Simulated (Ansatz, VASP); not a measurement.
**RuS: VASP beside Ansatz**

File INCAR:

```
SYSTEM = RuS
ALGO = Normal ; EDIFF = 1E-7
ENCUT = 520 ; ISIF = 2
ISMEAR = 0 ; ISPIN = 2
LASPH = .TRUE. ; LCHARG = .FALSE.
LDAU = .TRUE. ; LDAUJ = 0 0
LDAUL = 2 -1 ; LDAUPRINT = 1
LDAUTYPE = 2 ; LDAUU = 2 0
LMAXMIX = 4 ; LORBIT = 11
LREAL = .FALSE. ; LWAVE = .FALSE.
MAGMOM = 0.84 0 ; NBANDS = 21
NELM = 100 ; PREC = Accurate
SIGMA = 0.05
```

Contents of KPOINTS:

```
k-points
0
G
  6 6 6
  0 0 0
```

Contents of POSCAR:

```
RuS
1.0
    0.0000000000      2.5467554600      2.5467554600
    2.5467554600      0.0000000000      2.5467554600
    2.5467554600      2.5467554600      0.0000000000
Ru S
1 1
Direct
    0.5000000000      0.5000000000      0.5000000000
    0.0000000000      0.0000000000      0.0000000000
```

The input input.yaml:

```yaml
crystal:
  lattice:
    - [0.0, 2.54675546, 2.54675546]
    - [2.54675546, 0.0, 2.54675546]
    - [2.54675546, 2.54675546, 0.0]
  atoms:
    - { symbol: Ru, position: [0.5, 0.5, 0.5], spin: 0.84 }
    - { symbol: S, position: [0.0, 0.0, 0.0] }
hamiltonian:
  xc: lda
  pseudopotentials: { kind: paw }
  hubbard: { sites: [{ species: Ru, l: d, u_eff: 2.0 }] }
magnetization:
  spin_polarized: true
kpoints:
  mp_grid: { grid: [6, 6, 6] }
scf:
  occupations: { method: gaussian, width: 0.05 }
output:
  forces: true
  stress: true
  eigenvalues: true
```

The cell comes from a database or a generator and needn't be the stable form of this composition.

Alike in both runs: task single point; functional LDA; k mesh 6 × 6 × 6; occupations gaussian, width 0.05 eV; collinear spin, random start; Hubbard terms Ru d U = 2 eV.

|  | VASP | Ansatz |
| --- | --- | --- |
| version | VASP 6.6.1 | Ansatz 0.2.0 |
| potentials or method | VASP PAW LDA potentials, release 64 (Ru_pv, S) | Ansatz PAW |
| plane-wave cutoff (eV) | 520 | 420 |
| valence electrons in the cell | 20 | 22 |

Ansatz gave:

| Quantity | Value |
| --- | --- |
| gap on the k mesh at the Fermi level (eV) | none |
| pressure (GPa) | -22.0 |
| net moment per atom (μB) | 0.13 |
| size of the moment on the site where the two differ most (μB) | 0.19 |

**Question.** What did VASP give for the same quantities?

**Answer.** gap on the k mesh at the Fermi level (eV): none; pressure (GPa): -22.1; net moment per atom (μB): 0.41; size of the moment on the site where the two differ most (μB): 0.75.

The net moments differ so much that the two runs ended in different magnetic states, which moves the other rows too. Site moments also hang on the region over which each program counts them. The programs project onto different local orbitals, so the same U acts differently. A gap of «none» marks a metal or a gap that the smearing closes. The two sets of potentials don't hold the same shells in valence.

Caveats: the magnetic or orbital state may not be the lowest (Ansatz); the PAW data sets come from PBE, with cores solved anew for the run's functional, which leaves a small shift of forces and pressure (Ansatz). The state reached can hang on the start; a lower one may exist.
